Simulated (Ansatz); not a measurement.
# Ga: pressure up to the limit of the methods

One table from this session's results is given with a row withheld; the runs are named, their logs left out.

Program: Ansatz 0.2.0. Level of theory: DFT PBE, with the methods named in each step. These are calculated values, not measurements.

### The system as given

It takes space group P6/mmm (No. 191, hexagonal). Conventional cell: a = 2.895 Å, b = 2.895 Å, c = 2.722 Å, α = 90.00°, β = 90.00°, γ = 120.00°. Around Ga (site symmetry 6/mmm) lie 8 Ga at 2.72 to 2.90 Å.

As a file:

```cif
data_structure
_symmetry_space_group_name_H-M 'P6/mmm'
_symmetry_Int_Tables_number 191
_cell_length_a 2.8954
_cell_length_b 2.8954
_cell_length_c 2.7217
_cell_angle_alpha 90.000
_cell_angle_beta 90.000
_cell_angle_gamma 120.000
_cell_volume 19.76
loop_
_atom_site_label
_atom_site_type_symbol
_atom_site_symmetry_multiplicity
_atom_site_Wyckoff_symbol
_atom_site_fract_x
_atom_site_fract_y
_atom_site_fract_z
_atom_site_occupancy
Ga1 Ga 1 a 0.00000 0.00000 0.00000 1
```

The file gives the conventional cell by its symmetry; the runs use the cell typed in the input.

Whether this phase is the stable one at these pressures isn't tested.

The first run:

input.yaml reads:

```yaml
crystal:
  lattice:
    - [2.8954060997, 0.0, 0.0]
    - [-1.4477030498, 2.5074952366, 0.0]
    - [0.0, 0.0, 2.7216817337]
  atoms:
    - { symbol: Ga, position: [0.0, 0.0, 0.0] }
kpoints:
  mp_grid: { grid: [17, 17, 15] }
scf:
  occupations: { method: fermi_dirac, width: 0.05 }
hamiltonian:
  xc: pbe
  pseudopotentials: { kind: paw }
output:
  forces: true
  stress: true
relax:
  f_tol: 0.005
  max_steps: 40
  cell: {}
```

Started as:

```
$ ansatz run input.yaml --threads 1 --pin off --max-ram 2048MiB --backend cpu --events-out ev --progress --plain --runs-dir out
```

Steps of the session up to this table: Cell relaxed at zero pressure, PAW; Volume scaled by 1, PAW; Shape and atoms relaxed at 0.95 of the volume, PAW; Volume scaled by 0.95, PAW; Volume scaled by 0.95, PAW (cutoff 300 eV); Shape and atoms relaxed at 0.85 of the volume, PAW; Volume scaled by 0.85, PAW; Shape and atoms relaxed at 0.75 of the volume, PAW; Volume scaled by 0.75, PAW; Shape and atoms relaxed at 0.65 of the volume, PAW; Volume scaled by 0.65, PAW; Shape and atoms relaxed at 0.55 of the volume, PAW; Volume scaled by 0.55, PAW; Shape and atoms relaxed at 0.45 of the volume, PAW; Volume scaled by 0.45, PAW; Shape and atoms relaxed at 0.4 of the volume, PAW; Volume scaled by 0.4, PAW; Volume scaled by 0.4, PAW (source ansatz).

One of the session's tables, all rows but one given; the rest of the session is left out.

| method | volume over the first | volume (Å³/atom) | pressure (GPa) |
| --- | --- | --- | --- |
| PAW | 1 | 19.378 | 0.01 |
| PAW | 0.95 | 18.409 | 2.85 |
| PAW | 0.85 | 16.471 | 11.89 |
| PAW | 0.75 | 14.534 | 28.99 |
| PAW | 0.65 | ? | ? |
| PAW | 0.55 | 10.658 | 128.04 |
| PAW | 0.45 | 8.720 | 273.93 |
| PAW | 0.4 | 7.751 | 413.10 |
| PAW (cutoff 300 eV) | 0.95 | 18.409 | 2.93 |
| PAW (source ansatz) | 0.4 | 7.751 | 413.41 |

Q: Estimate the row for PAW, 0.65 from the others.

**Answer.** volume (Å³/atom): 12.596; pressure (GPa): 61.81. In the column «volume (Å³/atom)» it lies between PAW, 0.55 (10.658) and PAW, 0.75 (14.534).

Limits of these values: Warnings in the runs' records: cutoff below recommended.
